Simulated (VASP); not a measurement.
A run of VASP 6.6.1 is set up as follows.

Contents of INCAR:

```
SYSTEM = ZrH3
  PREC = Accurate
  ENCUT = 520
  EDIFF = 1E-7
  ISMEAR = 0
  SIGMA = 0.1
  LREAL = .FALSE.
  LASPH = .TRUE.
  NELM = 100
  ALGO = Normal
  ISIF = 2
  LWAVE = .FALSE.
  LCHARG = .TRUE.
  GGA = PS
  LELF = .TRUE.
  LVHAR = .TRUE.
  NBANDS = 16
```

File KPOINTS:

```
regular mesh
0
G
  14 14 14
  0 0 0
```

The input POSCAR:

```
ZrH3
1.0
    3.0077174617      0.0000000000      0.0000000000
    0.0000000000      3.0077174617      0.0000000000
    0.0000000000      0.0000000000      3.0077174617
Zr H
1 3
Direct
    0.0000000000      0.0000000000      0.0000000000
    0.0000000000      0.5000000000      0.5000000000
    0.5000000000      0.0000000000      0.5000000000
    0.5000000000      0.5000000000      0.0000000000
```

Potentials or basis: VASP PAW PBE potentials, release 64 (Zr_sv, H).

The run is started by

```console
$ cat potpaw_PBE.64/Zr_sv/POTCAR potpaw_PBE.64/H/POTCAR > POTCAR
$ mpirun -np 1 vasp_std > vasp.out
```

(1) What does it give for the band gap on the k mesh?

(2) Estimate the pressure.

## Answers

(1) none (metal or under the smearing width).

(2) 12.5 GPa.

Caveat: the PAW data sets were made with another functional, which shifts forces and pressure a little.
